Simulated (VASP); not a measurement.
# SnO: band structure with TB-mBJ

The system is SnO.

```
Sn O
1.0
     3.81370    0.00000    0.00000
     0.00000    3.81370    0.00000
     0.00000    0.00000    4.88691
Sn O
2 2
Direct
  0.50000 0.00000 0.76463
  0.00000 0.50000 0.23537
  0.00000 0.00000 0.00000
  0.50000 0.50000 0.00000
```

The cell is a database's computed one.

* Program: VASP 6.6.1
* Task: band structure
* Functional: TB-mBJ
* Potentials or basis: VASP PAW PBE potentials, release 64 (Sn_d, O)
* Cutoff: 520 eV
* k mesh: 8 × 8 × 6
* Occupations: gaussian, width 0.02 eV
* Spin: no spin polarisation
* Ladder: gaps
* Further INCAR settings: ALGO = Normal; EDIFF = 1e-07

```yaml
Band_gap_on_the_k_mesh: 0.36 eV, indirect (least direct gap 2.45 eV)
Band_gap_along_the_path: 0.36 eV, indirect (least direct gap 2.45 eV)
```

Levels at the corners of the path, in eV from the valence-band top:
```tsv
point	band 16	band 17	band 18	band 19	band 20	band 21	band 22	band 23	band 24
Γ	-6.62	-4.12	-3.84	-3.84	0.00	2.52	4.77	4.77	4.91
X	-5.44	-5.38	-5.38	-2.93	-2.93	3.45	3.45	6.12	6.12
X	-5.44	-5.38	-5.38	-2.93	-2.93	3.45	3.45	6.12	6.12
M	-5.60	-3.24	-3.24	-2.09	-2.09	0.36	0.36	4.90	4.90
M	-5.60	-3.24	-3.24	-2.09	-2.09	0.36	0.36	4.90	4.90
Γ	-6.62	-4.12	-3.84	-3.84	0.00	2.52	4.77	4.77	4.91
Γ	-6.62	-4.12	-3.84	-3.84	0.00	2.52	4.77	4.77	4.91
Z	-4.17	-3.85	-3.85	-2.94	-2.69	2.44	3.25	3.25	3.87
Z	-4.17	-3.85	-3.85	-2.94	-2.69	2.44	3.25	3.25	3.87
R	-5.81	-5.36	-5.36	-2.12	-2.12	2.79	2.79	5.67	5.67
R	-5.81	-5.36	-5.36	-2.12	-2.12	2.79	2.79	5.67	5.67
A	-5.94	-3.24	-3.24	-2.72	-2.72	2.35	2.35	4.45	4.45
A	-5.94	-3.24	-3.24	-2.72	-2.72	2.35	2.35	4.45	4.45
Z	-4.17	-3.85	-3.85	-2.94	-2.69	2.44	3.25	3.25	3.87
X	-5.44	-5.38	-5.38	-2.93	-2.93	3.45	3.45	6.12	6.12
R	-5.81	-5.36	-5.36	-2.12	-2.12	2.79	2.79	5.67	5.67
M	-5.60	-3.24	-3.24	-2.09	-2.09	0.36	0.36	4.90	4.90
A	-5.94	-3.24	-3.24	-2.72	-2.72	2.35	2.35	4.45	4.45
```

Wall time 9.5 min on 1 thread of Intel(R) Xeon(R) Platinum 8375C CPU @ 2.90GHz (Ice Lake), on a shared host, peak memory 0.29 GiB.

Caveat: spin-orbit coupling is left out, which moves the levels of the heavy elements.
